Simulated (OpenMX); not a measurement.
## SrO under changes of volume

One of the cells (16.901 Å³/atom); the others are scaled copies at fixed shape and fractional positions:

```
Sr O
1.0
     0.00000    2.56630    2.56630
     2.56630    0.00000    2.56630
     2.56630    2.56630    0.00000
Sr O
1 1
Direct
  0.50000 0.50000 0.50000
  0.00000 0.00000 0.00000
```

```yaml
Program: OpenMX 3.8.5
Functional: PBE
Potentials_or_basis: OpenMX 2013 PBE set, Sr10.0-s2p2d1, O6.0-s2p2, fixed grid of 36 × 36 × 36 points
k_mesh: 9 × 9 × 9
Occupations: fermi-dirac, width 0.05 eV
Spin: no spin polarisation
```

| volume (Å³/atom) | energy over the lowest point (meV/atom) | gap on the mesh (eV) |
| --- | --- | --- |
| 15.887 | 49.64 | 2.87 |
| 16.225 | 30.05 | 2.92 |
| 16.563 | 15.80 | 2.95 |
| 16.901 | 6.35 | 2.99 |
| 17.239 | ? | ? |
| 17.577 | 0.00 | 3.05 |
| 17.915 | 2.24 | 3.07 |

Task: What does the run at 17.239 Å³/atom give?

Result: Energy over the lowest point 1.28 meV/atom; gap on the mesh 3.02 eV.

Worked out: A Birch-Murnaghan fit of order 3 (a polynomial in V^(-2/3)) to the other rows has its minimum at 17.52 Å³/atom with B0 = V·E''(V) = 87 GPa and B' = 4.5. It gives 1.23 meV/atom at 17.239 Å³/atom, against the run's 1.28. A parabola through the other rows of the gap, of slope 1.48 eV per unit of ln V there, gives 3.02 eV, against the run's 3.02.

Energies are extrapolated to zero smearing.

Caveats: an odd mesh through Γ misses points on the zone boundary, where band edges often lie; the basis of atomic orbitals isn't converged, which shifts pressures, moduli and gaps. Spin-orbit coupling on Sr is left out.
